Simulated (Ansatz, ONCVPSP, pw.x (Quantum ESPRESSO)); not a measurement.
**Equation-of-state test of one ONCV potential (Zr)**

zirconium (Zr), optimised norm-conserving Vanderbilt (ONCV), made with ONCVPSP 4.0.1 (LDA (Perdew-Wang 92), scalar-relativistic). Core [Ar] 3d10, reference 4s2 4p6 4d2 5s0.5 (charge +1.5). Waves: 4s+5s: rc 1.80 bohr, ncon 4, nbas 7, qcut 6.6 1/bohr, 2 projectors; 4p: rc 2.10 bohr, ncon 4, nbas 7, qcut 7.5 1/bohr, 2 projectors, debl 1.4 Ha; 4d: rc 2.15 bohr, ncon 4, nbas 9, qcut 5.7 1/bohr, 2 projectors, debl 3.4 Ha. Local part: polynomial inside 1.75 bohr (lpopt 5, dvloc0 0 Ha). Core correction: none.

In the p channel the program set the typed energies aside and used -1.582, 0.250 Ha.

Atomic tests: cutoffs needed: 16 Ha and 19 Ha (the cutoffs (Ha) at which the residual kinetic energy of the hardest occupied pseudo-wave falls to 1 and 0.1 mHa per electron); ghost test: no bound ghost flagged; GHOST(+) flagged for s at 431.2 eV; largest excitation error: -60 meV (all-electron minus pseudo) for 4s1 4p6 4d2 5s2, out of 4 test configurations.

Crystal test: fcc Zr in pw.x 7.5, no spin, 13³ k-points, Fermi–Dirac smearing 0.01 Ry, cutoffs 45/180 Ry. The reference is all-electron LAPW (Ansatz 0.2.0) with the same functional, mesh and smearing; V0 and B0 come from Birch–Murnaghan fits to the pressures at five volumes. Errors are pseudo minus all-electron; Δ is the rms difference of the E(V) curves that follow from these fits, minima aligned, over ±6 % about the mean V0. Mesh and smearing are coarse, so the numbers serve the comparison and aren't converged zero-temperature values; the lattice is a test structure that the element need not adopt.

All-electron: a0 = 4.424 Å (V0 = 21.64 Å³/atom), B0 = 99.5 GPa.

Problem. How far does the potential miss the all-electron equation of state?

Solution. mean pressure error (GPa): +0.16; a0 (Å): 4.426; a0 error (%): +0.05; B0 error (%): +0.1; Δ (meV/atom): 0.8.

```json
{"V (Å³/atom)": "20.529", "P all-electron (GPa)": "5.71", "P pseudo (GPa)": "5.91"}
{"V (Å³/atom)": "21.069", "P all-electron (GPa)": "2.78", "P pseudo (GPa)": "2.95"}
{"V (Å³/atom)": "21.609", "P all-electron (GPa)": "0.14", "P pseudo (GPa)": "0.31"}
{"V (Å³/atom)": "22.149", "P all-electron (GPa)": "-2.23", "P pseudo (GPa)": "-2.08"}
{"V (Å³/atom)": "22.689", "P all-electron (GPa)": "-4.36", "P pseudo (GPa)": "-4.23"}
```

Problem. At the middle volume, how do free energy and pressure move when the wave cutoff is lowered (ecutrho kept at four times it)?

Solution.

```
cutoff (Ry)  shift of F (meV/atom)  shift of P (GPa)
         20                +2283.5            -59.17
         27                 +325.2            -12.76
         36                  +15.0             -1.06
```

Input at the middle volume:

```
&control
  calculation='scf', prefix='x', pseudo_dir='./', outdir='./tmp', tstress=.true., disk_io='none'
/
&system
  ibrav=0, nat=1, ntyp=1, ecutwfc=45, ecutrho=180, nbnd=14,
  occupations='smearing', smearing='fd', degauss=0.01
/
&electrons
  conv_thr=1e-09, mixing_beta=0.4, electron_maxstep=70
/
ATOMIC_SPECIES
Zr 1.0 Zr.UPF
CELL_PARAMETERS angstrom
  0.00000000 2.21072586 2.21072586
  2.21072586 0.00000000 2.21072586
  2.21072586 2.21072586 0.00000000
ATOMIC_POSITIONS crystal
Zr 0.0000 0.0000 0.0000
K_POINTS automatic
13 13 13 0 0 0
```

```bash
pw.x < Zr.scf.in > Zr.scf.out
```

Lines of the output:

```
Message from routine setup:
     using ibrav=0 with symmetry is DISCOURAGED, use correct ibrav instead
     lattice parameter (alat)  =       5.9081  a.u.
     unit-cell volume          =     145.8248 (a.u.)^3
     number of electrons       =        12.00
     number of Kohn-Sham states=           14
     kinetic-energy cutoff     =      45.0000  Ry
     charge density cutoff     =     180.0000  Ry
     scf convergence threshold =      1.0E-09
     Exchange-correlation= SLA  PW   NOGX NOGC
     number of k points=    84  Fermi-Dirac smearing, width (Ry)=  0.0100
     iteration #  1     ecut=    45.00 Ry     beta= 0.40
     total energy              =     -94.78681483 Ry
     estimated scf accuracy    <       1.40295396 Ry
     iteration #  2     ecut=    45.00 Ry     beta= 0.40
     total energy              =     -94.79340031 Ry
     estimated scf accuracy    <       0.16657836 Ry
     iteration #  3     ecut=    45.00 Ry     beta= 0.40
     total energy              =     -94.83011782 Ry
     estimated scf accuracy    <       0.00193009 Ry
     iteration #  4     ecut=    45.00 Ry     beta= 0.40
     total energy              =     -94.83020720 Ry
     estimated scf accuracy    <       0.00055584 Ry
     iteration #  5     ecut=    45.00 Ry     beta= 0.40
     total energy              =     -94.83032939 Ry
     estimated scf accuracy    <       0.00000529 Ry
     iteration #  6     ecut=    45.00 Ry     beta= 0.40
     total energy              =     -94.83033021 Ry
     estimated scf accuracy    <       0.00000201 Ry
     iteration #  7     ecut=    45.00 Ry     beta= 0.40
     total energy              =     -94.83033029 Ry
     estimated scf accuracy    <       0.00000004 Ry
     iteration #  8     ecut=    45.00 Ry     beta= 0.40
     total energy              =     -94.83033029 Ry
     estimated scf accuracy    <          8.0E-09 Ry
     iteration #  9     ecut=    45.00 Ry     beta= 0.40
     the Fermi energy is    14.9062 ev
!    total energy              =     -94.83033029 Ry
     estimated scf accuracy    <          2.3E-10 Ry
     smearing contrib. (-TS)   =      -0.00619399 Ry
     The total energy is F=E-TS. E is the sum of the following terms:
     one-electron contribution =     -17.40777205 Ry
     hartree contribution      =      13.35395567 Ry
     xc contribution           =     -11.75250539 Ry
     ewald contribution        =     -79.01781453 Ry
     convergence has been achieved in   9 iterations
          total   stress  (Ry/bohr**3)                   (kbar)     P=        3.06
     Message from routine punch:
     Nothing written, as per user request (disk_io='none')
```

The run at the middle volume (84 k-points, 9 iterations) took about 7.1 s on one core of a shared host (Intel(R) Xeon(R) Platinum 8488C, 96 threads, 744 GiB, load 34).
